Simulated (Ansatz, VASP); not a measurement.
**Two plane-wave programs on SiC (Moissanite 3C)**

```
Si C
1.0
     0.00000    2.17900    2.17900
     2.17900    0.00000    2.17900
     2.17900    2.17900    0.00000
Si C
1 1
Direct
  0.00000 0.00000 0.00000
  0.75000 0.75000 0.75000
```

Alike in both runs: task single point; functional PBE; k mesh 10 × 10 × 10; occupations gaussian, width 0.03 eV; no spin polarisation.

|  | VASP | Ansatz |
| --- | --- | --- |
| version | VASP 6.6.1 | Ansatz 0.2.0 |
| potentials or method | VASP PAW PBE potentials, release 64 (Si, C) | Ansatz PAW |
| plane-wave cutoff (eV) | 520 | 420 |
| valence electrons in the cell | 8 | 8 |

Ansatz gave:

| Property | Result |
| --- | --- |
| gap on the k mesh at the Fermi level (eV) | 1.36 |
| least direct gap on the mesh (eV) | 4.55 |
| pressure (GPa) | 3.3 |

Problem. Which values does VASP return?

Solution. gap on the k mesh at the Fermi level (eV): 1.36; least direct gap on the mesh (eV): 4.54; pressure (GPa): 3.2.

With one functional, cell and mesh, what is left measures potentials, basis and numerics.

A k mesh can miss the band edges.
